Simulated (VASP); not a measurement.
# Al (Fm-3m) in VASP: notebook

Runs on Al. Level: PBE. Tasks: single point.

Everything below comes from runs of VASP 6.6.1. Logs are shortened: lines on timing, memory, paths and dates and some standing lists are left out, and cuts for length are marked.

## Step 1: The undisturbed crystal

It takes space group Fm-3m (No. 225, cubic). Conventional cell: a = 4.050 Å, b = 4.050 Å, c = 4.050 Å, α = 90.00°, β = 90.00°, γ = 90.00°. Around Al (site symmetry m-3m) lie 12 Al at 2.86 Å.

## Step 2: Single point, PBE (a relaxed cell with its volume scaled by 0.97)

Input file INCAR:

```
SYSTEM = Al
ALGO = Normal ; EDIFF = 1E-7
ENCUT = 700 ; GGA = PE
ISIF = 2 ; ISMEAR = 0
LASPH = .True. ; LCHARG = .False.
LREAL = .False. ; LWAVE = .False.
NBANDS = 8 ; NELM = 80
PREC = Accurate ; SIGMA = 0.1
```

Input file KPOINTS:

```
k-points
0
Gamma
  18 18 18
  0 0 0
```

Input file POSCAR:

```
Al                                      
1.0
    0.0000000000      1.9999319699      1.9999319699
    1.9999319699      0.0000000000      1.9999319699
    1.9999319699      1.9999319699      0.0000000000
  Al            
     1
Direct
     0.0000000000000000    0.0000000000000000    0.0000000000000000
```

Potentials or basis: VASP PAW PBE potentials, release 64 (Al).

Command:

```bash
> cat potpaw_PBE.64/Al/POTCAR > POTCAR
> mpirun -np 1 vasp_std > vasp.out
```

OUTCAR:

```text
SYSTEM = Al
   EDIFF = 1E-7
   ENCUT = 700
   GGA = PE
   ISIF = 2
   ISMEAR = 0
   LASPH = .True.
   LREAL = .False.
   NELM = 80
   PREC = Accurate

 ion  position               nearest neighbor table
   1  0.000  0.000  0.000-

  LATTYP: Found a face centered cubic cell.
 ALAT       =     3.9998639398

  Lattice vectors:

 A1 = (   0.0000000000,   1.9999319699,   1.9999319699)
 A2 = (   1.9999319699,   0.0000000000,   1.9999319699)
 A3 = (   1.9999319699,   1.9999319699,   0.0000000000)

Analysis of symmetry for initial positions (statically):
=====================================================================
 Subroutine PRICEL returns:
 Original cell was already a primitive cell.

 Routine SETGRP: Setting up the symmetry group for a
 face centered cubic supercell.

 Subroutine GETGRP returns: Found 48 space group operations
 (whereof 48 operations were pure point group operations)
 out of a pool of 48 trial point group operations.

The static configuration has the point symmetry O_h .

Analysis of symmetry for dynamics (positions and initial velocities):
=====================================================================
 Subroutine PRICEL returns:
 Original cell was already a primitive cell.

 Routine SETGRP: Setting up the symmetry group for a
 face centered cubic supercell.

 Subroutine GETGRP returns: Found 48 space group operations
 (whereof 48 operations were pure point group operations)
 out of a pool of 48 trial point group operations.

The dynamic configuration has the point symmetry O_h .

 Subroutine INISYM returns: Found 48 space group operations
 (whereof 48 operations are pure point group operations),
 and found     1 'primitive' translations

----------------------------------------------------------------------------------------

                                     Primitive cell

  volume of cell :      15.9984

  direct lattice vectors                    reciprocal lattice vectors
     0.000000000  1.999931970  1.999931970    -0.250008504  0.250008504  0.250008504
     1.999931970  0.000000000  1.999931970     0.250008504 -0.250008504  0.250008504
     1.999931970  1.999931970  0.000000000     0.250008504  0.250008504 -0.250008504

  length of vectors
     2.828330916  2.828330916  2.828330916     0.433027431  0.433027431  0.433027431

  position of ions in fractional coordinates (direct lattice)
     0.000000000  0.000000000  0.000000000

  ion indices of the primitive-cell ions
   primitive index   ion index
                 1           1
[... 70 lines left out ...]
   ENCUT  =  700.0 eV  51.45 Ry    7.17 a.u.   6.10  6.10  6.10*2*pi/ulx,y,z
   NELM   =     80;   NELMIN=  2; NELMDL= -5     # of ELM steps
   EDIFF  = 0.1E-06   stopping-criterion for ELM
   LREAL  =      F    real-space projection
   EDIFFG = 0.1E-05   stopping-criterion for IOM
   NSW    =      0    number of steps for IOM
   IBRION =     -1    ionic relax: 0-MD 1-quasi-New 2-CG
   NFREE  =      0    steps in history (QN), initial steepest desc. (CG)
   ISIF   =      2    stress and relaxation
   ISYM   =      2    0-nonsym 1-usesym 2-fastsym
   POTIM  = 0.5000    time-step for ionic-motion
   TEBEG  =    0.0;   TEEND  =   0.0 temperature during run
   PSTRESS=    0.0 pullay stress
   NELECT =       3.0000    total number of electrons
   NUPDOWN=      -1.0000    fix difference up-down
   EMIN   =  10.00;   EMAX   =-10.00  energy-range for DOS
   EFERMI =   0.00;   METHOD = LEGACY
   ISMEAR =     0;   SIGMA  =   0.10  broadening in eV -4-tet -1-fermi 0-gaus
   EFERMI_NEDOS =   21; number of points for ismear=-14 and -15
   IALGO  =     38    algorithm
   IMIX   =      4    mixing-type and parameters
     AMIX     =   0.40;   BMIX     =  1.00
     AMIX_MAG =   1.60;   BMIX_MAG =  1.00
  volume/ion in A,a.u.               =      16.00       107.96
  Fermi-wavevector in a.u.,A,eV,Ry     =   0.937037  1.770743 11.946434  0.878038
  Thomas-Fermi vector in A             =   2.064107
   LORBIT       =      0    0 simple, 1 ext, 2 COOP (PROOUT), +10 PAW based schemes
   GGA     = PE    functional components
   LHFCALC =     F    Hartree Fock is set to
   AEXX    =    0.0000 exact exchange contribution
   IVDW    =     0    specifies the selected vdW correction
   LEPSILON=     F    determine dielectric tensor
   LRPA    =     F    only Hartree local field effects (RPA)
 non-spin polarized calculation
 Gauss-broadening in eV      SIGMA  =   0.10
  energy-cutoff  :      700.00
  volume of cell :       16.00
 maximum number of plane-waves:       692
   NGX = 13   NGY = 13   NGZ = 13

 number of electron       3.0000000 magnetization

 Free energy of the ion-electron system (eV)
  ---------------------------------------------------
  ext. energy  EPLUGINS =         0.00000000
  ---------------------------------------------------
  free energy    TOTEN  =        -3.74094807 eV

  energy without entropy =       -3.73795992  energy(sigma->0) =       -3.73945400

 E-fermi :   8.3201     XC(G=0): -10.3088

 val. band max:        8.2996716596   @ k =   0.5000   0.4444   0.0556
 cond. band min:       8.3240110826   @ k =  -0.4444   0.3333   0.1111
 fundamental gap:      0.0243394229
 Fermi energy:         8.3201307736

 k-point     1 :       0.0000    0.0000    0.0000
  band No.  band energies     occupation
      1      -3.0236      2.00000
      2      21.1178      0.00000
      3      21.1178      0.00000
      4      21.1178      0.00000
      5      22.8465      0.00000
      6      22.8465      0.00000
      7      22.8465      0.00000
      8      25.0174      0.00000
[... 243 lines left out ...]
 k-point    24 :      -0.2222    0.0556    0.0000
  band No.  band energies     occupation
      1      -1.3490      2.00000
      2      12.2360      0.00000
      3      17.8052      0.00000
      4      20.7088      0.00000
      5      22.4873      0.00000
      6      23.5626      0.00000
      7      24.0262      0.00000
      8      26.2556      0.00000

 [... further k-points ...]
[... 5 lines left out ...]
  --------------------------------------------------------------------------------------
  -------------------------------------------------------------------------------------
  Total        0.2486734      0.2486734      0.2486734     -0.0000000      0.0000000     -0.0000000
  in kB       24.9037217     24.9037217     24.9037217     -0.0000000      0.0000000     -0.0000000
  external PRESSURE =      24.9037217 kB  Pullay stress =       0.0000000 kB

 VOLUME and BASIS-vectors are now :
 -----------------------------------------------------------------------------
  energy-cutoff  :      700.00
  volume of cell :       16.00
      direct lattice vectors                 reciprocal lattice vectors
     0.000000000  1.999931970  1.999931970    -0.250008504  0.250008504  0.250008504
     1.999931970  0.000000000  1.999931970     0.250008504 -0.250008504  0.250008504
     1.999931970  1.999931970  0.000000000     0.250008504  0.250008504 -0.250008504

 POSITION                                       TOTAL-FORCE (eV/Angst)
 -----------------------------------------------------------------------------------
      0.00000      0.00000      0.00000         0.000000     -0.000000     -0.000000
 -----------------------------------------------------------------------------------
    total drift:                                0.000000     -0.000000     -0.000000

  FREE ENERGIE OF THE ION-ELECTRON SYSTEM (eV)
  ---------------------------------------------------
  free  energy   TOTEN  =        -3.7409480741 eV

  energy  without entropy=       -3.7379599183  energy(sigma->0) =       -3.73945400
```

Wall time 14 s (1 thread of Intel Xeon Platinum 8259CL at 2.50GHz (Skylake/Cascade Lake), shared host); peak memory 0.15 GiB.

What came out:

* Free energy: -3.7409 eV
* Pressure: 2.5 GPa
* Band gap on the k mesh: none (metal or under the smearing width)

## Step 3: Single point, PBE (a relaxed cell with its volume scaled by 1.03)

INCAR is that of step 2.

KPOINTS is that of step 2.

Input file POSCAR:

```
Al                                      
1.0
    0.0000000000      2.0403455243      2.0403455243
    2.0403455243      0.0000000000      2.0403455243
    2.0403455243      2.0403455243      0.0000000000
  Al            
     1
Direct
     0.0000000000000000    0.0000000000000000    0.0000000000000000
```

Potentials or basis: VASP PAW PBE potentials, release 64 (Al).

Command:

```bash
> cat potpaw_PBE.64/Al/POTCAR > POTCAR
> mpirun -np 1 vasp_std > vasp.out
```

Wall time 32 s (1 thread of Intel Xeon Platinum 8259CL at 2.50GHz (Skylake/Cascade Lake), shared host); peak memory 0.17 GiB.

The run converged. Its results:

```yaml
Free_energy: -3.7413 eV
Pressure: -2.1 GPa
Band_gap_on_the_k_mesh: none (metal or under the smearing width)
```

Levels at points of the mesh, in eV from the Fermi level:
| k point | band 1 | band 2 | band 3 | band 4 | band 5 | band 6 |
| --- | --- | --- | --- | --- | --- | --- |
| (0.00, 0.00, 0.00) | -10.92 | 12.47 | 12.47 | 12.47 | 13.74 | 13.74 |
| (0.50, 0.00, 0.00) | -4.47 | -4.33 | 11.11 | 11.11 | 11.34 | 11.34 |
| (0.50, 0.50, 0.00) | -2.84 | -1.59 | 5.26 | 5.47 | 5.47 | 8.81 |

## Step 4: Single point, PBE (a relaxed cell with its volume scaled by 0.94)

INCAR is that of step 3.

KPOINTS is that of step 3.

Input file POSCAR:

```
Al                                      
1.0
    0.0000000000      1.9790978302      1.9790978302
    1.9790978302      0.0000000000      1.9790978302
    1.9790978302      1.9790978302      0.0000000000
  Al            
     1
Direct
     0.0000000000000000    0.0000000000000000    0.0000000000000000
```

Command:

```bash
> cat potpaw_PBE.64/Al/POTCAR > POTCAR
> mpirun -np 1 vasp_std > vasp.out
```

Wall time 14 s (1 thread of Intel Xeon Platinum 8259CL at 2.50GHz (Skylake/Cascade Lake), shared host); peak memory 0.15 GiB.

It converged, with:

```
Free energy            : -3.7288 eV
Pressure               : 5.4 GPa
Band gap on the k mesh : none (metal or under the smearing width)
```

Levels at points of the mesh, in eV from the Fermi level:
| k point | band 1 | band 2 | band 3 | band 4 | band 5 |
| --- | --- | --- | --- | --- | --- |
| (0.00, 0.00, 0.00) | -11.57 | 12.97 | 12.97 | 12.97 | 14.95 |
| (0.50, 0.00, 0.00) | -4.84 | -4.46 | 11.76 | 11.76 | 12.10 |
| (0.50, 0.50, 0.00) | -3.07 | -1.62 | 5.28 | 5.90 | 5.90 |

## Step 5: The runs side by side

```tsv
cell	gap on the mesh (eV)	pressure (GPa)
a relaxed cell with its volume scaled by 0.97	none	2.5
a relaxed cell with its volume scaled by 1.03	none	-2.1
a relaxed cell with its volume scaled by 0.94	none	5.4
```

Alike in all rows: task single point; level PBE; potentials or basis VASP PAW PBE potentials, release 64 (Al); no spin polarisation; k mesh 18 × 18 × 18; cutoff (eV) 700; smearing gaussian 0.1 eV.

Total energies depend on the potentials used, so only differences within one code and one set of settings carry meaning.
